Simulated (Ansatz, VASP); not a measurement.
## Two plane-wave programs on BN

File INCAR:

```
SYSTEM = BN
PREC     = Accurate       ! precision mode
ENCUT    = 520            ! plane-wave cutoff, eV
EDIFF    = 1E-7           ! SCF threshold, eV
ISMEAR   = 0              ! smearing method
SIGMA    = 0.05           ! smearing width, eV
LREAL    = .False.        ! projectors in reciprocal space
LASPH    = .True.         ! aspherical terms in the spheres
NELM     = 80             ! most SCF steps
ALGO     = Normal         ! electronic algorithm
ISIF     = 2              ! what is computed and relaxed
LWAVE    = .False.        ! write WAVECAR
LCHARG   = .False.        ! write CHGCAR
GGA      = PE             ! functional
IVDW     = 12             ! dispersion correction
NBANDS   = 16             ! bands
```

The input KPOINTS:

```
Automatic mesh
0
Gamma
  12 12 4
  0 0 0
```

File POSCAR:

```
BN
1.0
    2.4914717458      0.0000000000      0.0000000000
   -1.2457358729      2.1685204268      0.0000000000
    0.0000000000      0.0000000000      6.6612000000
B N
2 2
Direct
    0.3333333333      0.6666666667      0.2500000000
    0.6666666667      0.3333333333      0.7500000000
    0.3333333333      0.6666666667      0.7500000000
    0.6666666667      0.3333333333      0.2500000000
```

Input for Ansatz:

```yaml
crystal:
  lattice:
    - [2.4914717458, 0.0, 0.0]
    - [-1.2457358729, 2.1685204268, 0.0]
    - [0.0, 0.0, 6.6612]
  atoms:
    - { symbol: B, position: [0.3333333333, 0.6666666667, 0.25] }
    - { symbol: B, position: [0.6666666667, 0.3333333333, 0.75] }
    - { symbol: "N", position: [0.3333333333, 0.6666666667, 0.75] }
    - { symbol: "N", position: [0.6666666667, 0.3333333333, 0.25] }
basis:
  ecutwfc: 420
kpoints:
  mp_grid: { grid: [12, 12, 4] }
hamiltonian:
  xc: pbe
  dispersion: d3bj
scf:
  occupations: { method: gaussian, width: 0.05 }
output:
  forces: true
  stress: true
  eigenvalues: true
```

Change from the starting cell: strain -0.0050 x Voigt [1, 0, 0, 0, 0, 0], atoms carried along.

Alike in both runs: task single point; functional PBE; dispersion D3(BJ); k mesh 12 × 12 × 4; occupations gaussian, width 0.05 eV; no spin polarisation.

|  | VASP | Ansatz |
| --- | --- | --- |
| version | VASP 6.6.1 | Ansatz 0.2.0 |
| potentials or method | VASP PAW PBE potentials, release 64 (B, N) | scalar-relativistic, plane waves, PAW |
| plane-wave cutoff (eV) | 520 | 420 |
| valence electrons in the cell | 16 | 16 |

|  | VASP | Ansatz | Ansatz less VASP |
| --- | --- | --- | --- |
| gap on the k mesh at the Fermi level (eV) | 4.27 | 4.28 | +0.008 |
| least direct gap on the mesh (eV) | 4.66 | 4.67 | +0.003 |
| pressure (GPa) | 2.5 | 2.5 | -0.07 |
| largest component of the traceless stress (GPa) | 3.35 | 3.24 | -0.108 |
| rms of the force components (eV/Å) | 0.038 | 0.038 | 0.0000 |

Atom by atom the forces differ by 0.000 eV/Å (rms over components).

A k mesh can miss the band edges.
